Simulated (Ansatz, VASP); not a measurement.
**Cu: VASP beside Ansatz**

Contents of INCAR:

```
SYSTEM = Cu
ALGO = Fast
EDIFF = 1E-6
ENCUT = 520
GGA = PE
ISIF = 2
ISMEAR = 0
LASPH = .True.
LCHARG = .False.
LREAL = .False.
LWAVE = .False.
NBANDS = 18
NELM = 100
PREC = Accurate
SIGMA = 0.15
```

KPOINTS

```
k-points
0
Gamma
  21 21 10
  0 0 0
```

File POSCAR:

```
Cu
1.0
    2.5675685389      0.0000000000      0.0000000000
   -1.2837842695      2.2235795807      0.0000000000
    0.0000000000      0.0000000000      4.1926560978
Cu
2
Direct
    0.3333333333      0.6666666667      0.2500000000
    0.6666666667      0.3333333333      0.7500000000
```

Input for Ansatz:

```yaml
crystal:
  lattice:
    - [2.5675685389, 0.0, 0.0]
    - [-1.2837842695, 2.2235795807, 0.0]
    - [0.0, 0.0, 4.1926560978]
  atoms:
    - { symbol: Cu, position: [0.3333333333, 0.6666666667, 0.25] }
    - { symbol: Cu, position: [0.6666666667, 0.3333333333, 0.75] }
basis:
  ecutwfc: 520.0
kpoints:
  mp_grid: { grid: [21, 21, 10] }
hamiltonian:
  xc: pbe
scf:
  occupations: { method: gaussian, width: 0.15 }
output:
  forces: true
  stress: true
  eigenvalues: true
  write_density: true
  write_potential: true
  elf: true
  volumetric_format: npy
```

This isn't the form of Cu at room conditions, which is fcc.

Alike in both runs: task single point; functional PBE; k mesh 21 × 21 × 10; occupations gaussian, width 0.15 eV; no spin polarisation.

|  | VASP | Ansatz |
| --- | --- | --- |
| version | VASP 6.6.1 | Ansatz 0.2.0 |
| potentials or method | VASP PAW PBE potentials, release 64 (Cu) | scalar-relativistic, plane waves, PAW |
| plane-wave cutoff (eV) | 520 | 520 |
| valence electrons in the cell | 22 | 38 |

```tsv
	VASP	Ansatz	Ansatz less VASP
gap on the k mesh at the Fermi level (eV)	none	none	-
pressure (GPa)	1.2	-0.1	-1.30
largest component of the traceless stress (GPa)	0.98	1.03	+0.050
```

A gap of «none» marks a metal or a gap that the smearing closes. The functional is the same, so the differences come from potentials, cutoffs and numerics. The two sets of potentials don't hold the same shells in valence.
